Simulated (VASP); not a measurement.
# Cu2O (Cuprite) (Pn-3m) in VASP: notebook, part 2 of 2

VASP 6.6.1.

## (4) Relaxation of cell and atoms, LDA

Contents of INCAR:

```
  PREC = Accurate
  ENCUT = 600
  EDIFF = 1E-6
  ISMEAR = 0
  SIGMA = 0.03
  LREAL = False
  LASPH = True
  NELM = 80
  ALGO = Normal
  ISIF = 3
  LWAVE = False
  LCHARG = False
  GGA = CA
  IBRION = 2
  NSW = 90
  EDIFFG = -0.01
  KPAR = 2
```

Contents of KPOINTS:

```
regular mesh
0
Gamma
  6 6 6
```

Contents of POSCAR:

```
Cu2O
1.0
    4.2600000000      0.0000000000      0.0000000000
    0.0000000000      4.2600000000      0.0000000000
    0.0000000000      0.0000000000      4.2600000000
Cu O
4 2
Direct
    0.2500000000      0.2500000000      0.2500000000
    0.2500000000      0.7500000000      0.7500000000
    0.7500000000      0.7500000000      0.2500000000
    0.7500000000      0.2500000000      0.7500000000
    0.0000000000      0.0000000000      0.0000000000
    0.5000000000      0.5000000000      0.5000000000
```

Potentials or basis: VASP PAW LDA potentials, release 64 (Cu, O).

Launch:

```
$ cat potpaw_LDA.64/Cu/POTCAR potpaw_LDA.64/O/POTCAR > POTCAR
$ mpirun -np 2 vasp_std > vasp.out
```

OUTCAR:

```text
PREC = Accurate
   ENCUT = 600
   EDIFF = 1E-6
   ISMEAR = 0
   LREAL = False
   LASPH = True
   NELM = 80
   ISIF = 3
   GGA = CA
   IBRION = 2
   NSW = 90
   EDIFFG = -0.01

 ion  position               nearest neighbor table
   1  0.250  0.250  0.250-   5 1.84   6 1.84
   2  0.250  0.750  0.750-   5 1.84   6 1.84
   3  0.750  0.750  0.250-   5 1.84   6 1.84
   4  0.750  0.250  0.750-   5 1.84   6 1.84
   5  0.000  0.000  0.000-   1 1.84   2 1.84   3 1.84   4 1.84
   6  0.500  0.500  0.500-   1 1.84   2 1.84   3 1.84   4 1.84

  LATTYP: Found a simple cubic cell.
 ALAT       =     4.2600000000

  Lattice vectors:

 A1 = (   4.2600000000,   0.0000000000,   0.0000000000)
 A2 = (   0.0000000000,   4.2600000000,   0.0000000000)
 A3 = (   0.0000000000,   0.0000000000,   4.2600000000)

Analysis of symmetry for initial positions (statically):
=====================================================================
 Subroutine PRICEL returns:
 Original cell was already a primitive cell.

 Routine SETGRP: Setting up the symmetry group for a
 simple cubic supercell.

 Subroutine GETGRP returns: Found 48 space group operations
 (whereof 24 operations were pure point group operations)
 out of a pool of 48 trial point group operations.

The static configuration has the point symmetry T_d .
 The point group associated with its full space group is O_h .

Analysis of symmetry for dynamics (positions and initial velocities):
=====================================================================
 Subroutine PRICEL returns:
 Original cell was already a primitive cell.

 Routine SETGRP: Setting up the symmetry group for a
 simple cubic supercell.

 Subroutine GETGRP returns: Found 48 space group operations
 (whereof 24 operations were pure point group operations)
 out of a pool of 48 trial point group operations.

The dynamic configuration has the point symmetry T_d .
 The point group associated with its full space group is O_h .

 Subroutine INISYM returns: Found 48 space group operations
 (whereof 24 operations are pure point group operations),
 and found     1 'primitive' translations

----------------------------------------------------------------------------------------

                                     Primitive cell

  volume of cell :      77.3088

  direct lattice vectors                    reciprocal lattice vectors
     4.260000000  0.000000000  0.000000000     0.234741784  0.000000000  0.000000000
     0.000000000  4.260000000  0.000000000     0.000000000  0.234741784  0.000000000
     0.000000000  0.000000000  4.260000000     0.000000000  0.000000000  0.234741784

  length of vectors
     4.260000000  4.260000000  4.260000000     0.234741784  0.234741784  0.234741784

  position of ions in fractional coordinates (direct lattice)
     0.250000000  0.250000000  0.250000000
     0.250000000  0.750000000  0.750000000
     0.750000000  0.750000000  0.250000000
     0.750000000  0.250000000  0.750000000
     0.000000000  0.000000000  0.000000000
     0.500000000  0.500000000  0.500000000

  ion indices of the primitive-cell ions
   primitive index   ion index
                 1           1
                 2           2
                 3           3
                 4           4
                 5           5
                 6           6

----------------------------------------------------------------------------------------

 KPOINTS: regular mesh

Automatic generation of k-mesh.
 Grid dimensions read from file:
 generate k-points for:    6    6    6

 Generating k-lattice:

  Cartesian coordinates                     Fractional coordinates (reciprocal lattice)
     0.039123631  0.000000000  0.000000000     0.166666667  0.000000000  0.000000000
     0.000000000  0.039123631  0.000000000     0.000000000  0.166666667  0.000000000
     0.000000000  0.000000000  0.039123631     0.000000000  0.000000000  0.166666667

  Length of vectors
     0.039123631  0.039123631  0.039123631

  Shift w.r.t. Gamma in fractional coordinates (k-lattice)
     0.000000000  0.000000000  0.000000000

 Subroutine IBZKPT returns following result:
 ===========================================

 Found     20 irreducible k-points:

 Following reciprocal coordinates:
            Coordinates               Weight
  0.000000  0.000000  0.000000      1.000000
  0.166667  0.000000  0.000000      6.000000
  0.333333  0.000000  0.000000      6.000000
  0.500000  0.000000  0.000000      3.000000
  0.166667  0.166667  0.000000     12.000000
  0.333333  0.166667  0.000000     24.000000
[... 12 lines left out ...]
  0.500000  0.500000  0.333333      6.000000
  0.500000  0.500000  0.500000      1.000000
   k-points           NKPTS =     20   k-points in BZ     NKDIM =     20   number of bands    NBANDS=     33
   number of dos      NEDOS =    301   number of ions     NIONS =      6
   total plane-waves  NPLWV =  46656
   dimension x,y,z NGX =    36 NGY =   36 NGZ =   36
   dimension x,y,z NGXF=    72 NGYF=   72 NGZF=   72
   ions per type =               4   2
   NGX,Y,Z   is equivalent  to a cutoff of  14.05, 14.05, 14.05 a.u.
   NGXF,Y,Z  is equivalent  to a cutoff of  28.10, 28.10, 28.10 a.u.
 SYSTEM =  unknown system
   PREC   = accura    normal or accurate (medium, high low for compatibility)
   ISTART =      0    job   : 0-new  1-cont  2-samecut
   ICHARG =      2    charge: 1-file 2-atom 10-const
   ISPIN  =      1    spin polarized calculation?
   LNONCOLLINEAR =      F non collinear calculations
   LSORBIT =      F    spin-orbit coupling
   LASPH  =      T    aspherical Exc in radial PAW
   ENCUT  =  600.0 eV  44.10 Ry    6.64 a.u.   8.51  8.51  8.51*2*pi/ulx,y,z
   NELM   =     80;   NELMIN=  2; NELMDL= -5     # of ELM steps
   EDIFF  = 0.1E-05   stopping-criterion for ELM
   LREAL  =      F    real-space projection
   EDIFFG = -.1E-01   stopping-criterion for IOM
   NSW    =     90    number of steps for IOM
   IBRION =      2    ionic relax: 0-MD 1-quasi-New 2-CG
   NFREE  =      1    steps in history (QN), initial steepest desc. (CG)
   ISIF   =      3    stress and relaxation
   ISYM   =      2    0-nonsym 1-usesym 2-fastsym
   POTIM  = 0.5000    time-step for ionic-motion
   TEBEG  =    0.0;   TEEND  =   0.0 temperature during run
   PSTRESS=    0.0 pullay stress
   NELECT =      56.0000    total number of electrons
   NUPDOWN=      -1.0000    fix difference up-down
   EMIN   =  10.00;   EMAX   =-10.00  energy-range for DOS
   EFERMI =   0.00;   METHOD = LEGACY
   ISMEAR =     0;   SIGMA  =   0.03  broadening in eV -4-tet -1-fermi 0-gaus
   EFERMI_NEDOS =   21; number of points for ismear=-14 and -15
   IALGO  =     38    algorithm
   IMIX   =      4    mixing-type and parameters
     AMIX     =   0.40;   BMIX     =  1.00
     AMIX_MAG =   1.60;   BMIX_MAG =  1.00
  volume/ion in A,a.u.               =      12.88        86.95
  Fermi-wavevector in a.u.,A,eV,Ry     =   1.470261  2.778391 29.411289  2.161669
  Thomas-Fermi vector in A             =   2.585540
   LORBIT       =      0    0 simple, 1 ext, 2 COOP (PROOUT), +10 PAW based schemes
   GGA     = CA    functional components
   LHFCALC =     F    Hartree Fock is set to
   AEXX    =    0.0000 exact exchange contribution
   IVDW    =     0    specifies the selected vdW correction
   LEPSILON=     F    determine dielectric tensor
   LRPA    =     F    only Hartree local field effects (RPA)
 conjugate gradient relaxation of ions
 non-spin polarized calculation
 Gauss-broadening in eV      SIGMA  =   0.03
  energy-cutoff  :      600.00
  volume of cell :       77.31
 maximum number of plane-waves:      2601
 NGX is ok and might be reduce to    36
   NGX = 17   NGY = 17   NGZ = 17

--------------------------------------- Ionic step        1  -------------------------------------------

 number of electron      55.9999977 magnetization

 Free energy of the ion-electron system (eV)
  ---------------------------------------------------
  ext. energy  EPLUGINS =         0.00000000
  ---------------------------------------------------
  free energy    TOTEN  =       -32.49886530 eV

  energy without entropy =      -32.49886530  energy(sigma->0) =      -32.49886530

------------------------ aborting loop because EDIFF is reached ----------------------------------------

  FORCE on cell =-STRESS in cart. coord.  units (eV):
  Direction    XX          YY          ZZ          XY          YZ          ZX
  --------------------------------------------------------------------------------------
  -------------------------------------------------------------------------------------
  Total       -3.6170067     -3.6170067     -3.6170067      0.0000000      0.0000000      0.0000000
  in kB      -74.9602631    -74.9602631    -74.9602631      0.0000000      0.0000000      0.0000000
  external PRESSURE =     -74.9602631 kB  Pullay stress =       0.0000000 kB
[... 65 lines left out ...]
  energy  without entropy=      -32.5774750226  energy(sigma->0) =      -32.57747502

--------------------------------------- Ionic step        3  -------------------------------------------

 number of electron      56.0000068 magnetization

 Free energy of the ion-electron system (eV)
  ---------------------------------------------------
  ext. energy  EPLUGINS =         0.00000000
  ---------------------------------------------------
  free energy    TOTEN  =       -32.60779856 eV

  energy without entropy =      -32.60779856  energy(sigma->0) =      -32.60779856

 E-fermi :   5.2919     XC(G=0): -11.8165

 val. band max:        5.1308327679   @ k =   0.0000   0.0000   0.0000
 cond. band min:       5.8248281518   @ k =   0.0000   0.0000   0.0000
 fundamental gap:      0.6939953839
 Fermi energy:         5.2918711122

 k-point     1 :       0.0000    0.0000    0.0000
  band No.  band energies     occupation
      1     -15.2094      2.00000
      2     -14.2999      2.00000
      3      -2.6759      2.00000
      4      -2.6759      2.00000
      5      -2.6759      2.00000
      6      -0.1201      2.00000
[... 742 lines left out ...]
  FREE ENERGIE OF THE ION-ELECTRON SYSTEM (eV)
  ---------------------------------------------------
  free  energy   TOTEN  =       -32.6077985554 eV

  energy  without entropy=      -32.6077985554  energy(sigma->0) =      -32.60779856

 reached required accuracy - stopping structural energy minimisation
```

Run time: 90 s. Hardware: 2 MPI ranks of Intel Xeon Platinum 8259CL at 2.50GHz (Skylake/Cascade Lake), shared host; peak memory 0.2 GiB.

Results:

| Quantity | Value |
| --- | --- |
| Free energy | -32.6078 eV |
| Relaxed volume | 12.15 Å³/atom |
| Relaxed cell | a = 4.177 Å, b = 4.177 Å, c = 4.177 Å, α = 90.00°, β = 90.00°, γ = 90.00° |
| Space group after relaxing (to 0.05 Å) | Pn-3m (No. 224) |
| Energy gained by relaxing | 18.2 meV/atom |
| Ionic steps | 3 |
| Pressure after relaxing | 0.0 GPa |
| Band gap on the k mesh | 0.69 eV, direct |

The path:
| step | energy change (eV) | largest force (eV/Å) | pressure (GPa) | volume (Å³) |
| --- | --- | --- | --- | --- |
| 1 | 0.0000 | 0.0000 | -7.50 | 77.31 |
| 2 | -0.0786 | 0.0000 | 4.65 | 70.76 |
| 3 | -0.1089 | 0.0000 | -0.05 | 72.90 |

Final structure:
```
Cu O
1.0
     4.17750    0.00000    0.00000
     0.00000    4.17750    0.00000
     0.00000    0.00000    4.17750
Cu O
4 2
Direct
  0.25000 0.25000 0.25000
  0.25000 0.75000 0.75000
  0.75000 0.75000 0.25000
  0.75000 0.25000 0.75000
  0.00000 0.00000 0.00000
  0.50000 0.50000 0.50000
```

## (5) Relaxation of cell and atoms, LDA

This run uses another cell than the first one, of 12.15 Å³/atom, 0.943 times its volume.

Changes to INCAR since step 4:

```diff
@@ -2,3 +2,3 @@
   ENCUT = 600
-  EDIFF = 1E-6
+  EDIFF = 1E-7
   ISMEAR = 0
@@ -15,3 +15,3 @@
   NSW = 90
-  EDIFFG = -0.01
+  EDIFFG = -0.005
   KPAR = 2
```

KPOINTS is that of step 4.

Contents of POSCAR:

```
Cu2O                                    
1.0
    4.1774970206     -0.0000000000      0.0000000000
    0.0000000000      4.1774970206     -0.0000000000
    0.0000000000      0.0000000000      4.1774970206
  Cu              O             
     4     2
Direct
     0.2500000000000000    0.2500000000000000    0.2500000000000000
     0.2500000000000000    0.7500000000000000    0.7500000000000000
     0.7500000000000000    0.7500000000000000    0.2500000000000000
     0.7500000000000000    0.2500000000000000    0.7500000000000000
     0.0000000000000000    0.0000000000000000    0.0000000000000000
     0.5000000000000000    0.5000000000000000    0.5000000000000000
```

Launch:

```
$ cat potpaw_LDA.64/Cu/POTCAR potpaw_LDA.64/O/POTCAR > POTCAR
$ mpirun -np 2 vasp_std > vasp.out
```

Run time: 39 s. Hardware: 2 MPI ranks of Intel Xeon Platinum 8259CL at 2.50GHz (Skylake/Cascade Lake), shared host; peak memory 0.19 GiB.

The run converged. Its results:

```
Free energy             : -32.6010 eV
Pressure after relaxing : 0.0 GPa
Band gap on the k mesh  : 0.69 eV, direct
```

Final structure:
```yaml
crystal:
  lattice:
    - [4.17750, 0.00000, 0.00000]
    - [0.00000, 4.17750, 0.00000]
    - [0.00000, 0.00000, 4.17750]
  atoms:
    - { symbol: Cu, position: [0.25000, 0.25000, 0.25000] }
    - { symbol: Cu, position: [0.25000, 0.75000, 0.75000] }
    - { symbol: Cu, position: [0.75000, 0.75000, 0.25000] }
    - { symbol: Cu, position: [0.75000, 0.25000, 0.75000] }
    - { symbol: O, position: [0.00000, 0.00000, 0.00000] }
    - { symbol: O, position: [0.50000, 0.50000, 0.50000] }
```

Levels at points of the mesh, in eV from the valence-band top:
| k point | band 26 | band 27 | band 28 | band 29 | band 30 | band 31 |
| --- | --- | --- | --- | --- | --- | --- |
| (0.00, 0.00, 0.00) | 0.00 | 0.00 | 0.00 | 0.69 | 1.03 | 1.03 |
| (0.50, 0.00, 0.00) | -1.29 | -0.45 | -0.45 | 2.43 | 2.43 | 4.21 |
| (0.50, 0.50, 0.00) | -1.31 | -0.73 | -0.73 | 1.95 | 1.95 | 3.98 |
| (0.50, 0.50, 0.50) | -0.62 | -0.62 | -0.62 | 2.37 | 2.37 | 2.37 |

Caveat: the relaxation stopped at its first step, so nothing moved. A hybrid or GW would open this gap; LDA tends to underestimate it.
